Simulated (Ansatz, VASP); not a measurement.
## MgS in VASP and in Ansatz

```
Mg S
1.0
     0.00000    2.74595    2.94150
     2.74595    0.00000    2.94150
     2.74595    2.74595    0.00000
Mg S
1 1
Direct
  0.00000 0.00000 0.00000
  0.25000 0.25000 0.25000
```

Change from the starting cell: epitaxial_xy strain -3.0%.

Alike in both runs: task single point; functional r2SCAN; k mesh 8 × 8 × 8; no spin polarisation.

|  | VASP | Ansatz |
| --- | --- | --- |
| version | VASP 6.6.1 | Ansatz 0.2.0 |
| potentials or method | VASP PAW PBE potentials, release 64 (Mg, S) | plane waves, PAW |
| plane-wave cutoff (eV) | 520 | 500 |
| occupations | gaussian, width 0.01 eV | fixed |
| valence electrons in the cell | 8 | 16 |

```csv
,VASP,Ansatz,Ansatz less VASP
gap on the k mesh at the Fermi level (eV),4.15,4.16,+0.012
pressure (GPa),1.0,1.3,+0.28
largest component of the traceless stress (GPa),1.29,1.26,-0.029
```

The two sets of potentials don't hold the same shells in valence.

Caveats: the PAW data sets were made with another functional, which shifts forces and pressure a little (VASP). A k mesh can miss the band edges.
